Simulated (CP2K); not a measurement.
# La2O3: single point with PBEsol+U

La2O3:

```
La O
1.0
     6.26678    0.00000    0.00000
    -3.13339    5.42719    0.00000
     0.00000    0.00000    3.29977
La O
2 3
Direct
  0.66667 0.33333 0.50000
  0.33333 0.66667 0.50000
  0.50801 0.00000 0.00000
  0.00000 0.50801 0.00000
  0.49199 0.49199 0.00000
```

The cell comes from a database or a generator and needn't be the stable form of this composition.

```
Program                             : CP2K 2026.2
Task                                : single point
Functional                          : PBEsol
Potentials or basis                 : GTH_POTENTIALS La GTH-PBE-q11, O GTH-PBE-q6; DZVP-MOLOPT-SR-GTH basis
Density cutoff                      : 8163 eV
k mesh                              : 4 × 4 × 6
Occupations                         : fermi-dirac, width 0.05 eV
Spin                                : no spin polarisation
Hubbard terms                       : La f U = 4.0 eV
SCF solver                          : diagonalisation with k points
Quickstep method                    : GPW
EPS_DEFAULT                         : 1.0E-9
EPS_SCF                             : 1.0E-6
MAX_SCF                             : 100
SCF_GUESS                           : ATOMIC
k points reduced by the point group : yes
Mesh centred on Gamma               : yes
CHOLESKY                            : OFF
EPS_EIGVAL                          : 1.0E-7
MIXING METHOD                       : BROYDEN_MIXING
MIXING ALPHA                        : 0.4
NBUFFER                             : 8
NGRIDS                              : 5
Basis sets                          : La DZVP-MOLOPT-SR-GTH-q11, O DZVP-MOLOPT-SR-GTH-q6
Potentials                          : La GTH-PBE-q11 of GTH_POTENTIALS, O GTH-PBE-q6 of GTH_POTENTIALS
ADDED_MOS                           : [26]
PLUS_U_METHOD                       : MULLIKEN
REL_CUTOFF (Ry)                     : 60 Ry
MIXING BETA (1/bohr)                : 1.5 1/bohr
CUTOFF of the grids                 : 600 Ry
```

```yaml
Largest_force: 0.008 eV/Å
Band_gap_on_the_k_mesh: 1.28 eV, indirect (least direct gap 1.69 eV)
Mulliken_charges: La +1.16; O -0.77 e
```

Forces in eV/Å, atoms in the order of the input:
```
La   0.000  0.000  0.000
La   0.000  0.000  0.000
O   -0.008  0.000  0.000
O    0.004 -0.007  0.000
O    0.004  0.007  0.000
```

Levels at points of the mesh, in eV from the valence-band top:
```csv
k point,band 18,band 19,band 20,band 21,band 22,band 23
"(0.00, 0.00, 0.00)",-0.88,-0.54,-0.41,1.28,4.12,4.94
"(0.00, 0.00, 0.50)",-1.03,-0.18,0.00,4.41,4.41,5.27
"(0.00, 0.50, 0.00)",-1.10,-1.07,-0.82,2.64,3.81,4.81
"(0.00, 0.50, 0.50)",-1.28,-0.57,-0.52,4.28,5.51,6.11
```

Wall time 71 s on 1 thread of Arm Neoverse V2 (shared host), peak memory 0.57 GiB.

Caveat: Mulliken charges move with the basis; this program's U acts on Mulliken populations of all basis functions of the shell, so it isn't the U of plane-wave codes; energies scatter by some meV and the pressure isn't listed; the potentials were made for another functional, which shifts forces and pressure; spin-orbit coupling is left out, which moves the levels of the heavy elements; the basis of atomic orbitals isn't converged, which shifts pressures, moduli and gaps. A k mesh can miss the band edges.
